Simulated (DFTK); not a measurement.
**InP in DFTK: the effect of functional**

The system is InP.

```xyz
2
Lattice="0.0000 2.9305 2.9305 2.9305 0.0000 2.9305 2.9305 2.9305 0.0000" Properties=species:S:1:pos:R:3 pbc="T T T"
In    0.0000    0.0000    0.0000
P     4.3957    4.3957    4.3957
```

Alike in all runs:

```yaml
Program: DFTK 0.8.2
Task: band structure
Potentials_or_basis: SG15 1.2 (PBE)
Cutoff: 1225 eV
k_mesh: 7 × 7 × 7
Occupations: fermi-dirac, width 0.05 eV
Spin: no spin polarisation
```

Question: One run gave: gap on the mesh 0.53 eV. Which functional did it use?
A. r2SCAN
B. LDA
C. BJ06
D. PBEsol

Answer: B.

```csv
functional,gap on the mesh (eV)
LDA,0.53
PBEsol,0.63
r2SCAN,0.76
BJ06,0.80
```

Caveats: spin-orbit coupling is left out, which moves the levels of the heavy elements; the program leaves the constant c of mgga_x_tb09 at 1, so the potential is Becke-Johnson's (BJ06) and not Tran and Blaha's, with levels but no total energy (some runs); the program warned that the kinetic-energy density falls under its von Weizsäcker bound, which can give unphysical results (some runs).

A k mesh can miss the band edges.

Not every run made on this cell is shown here.
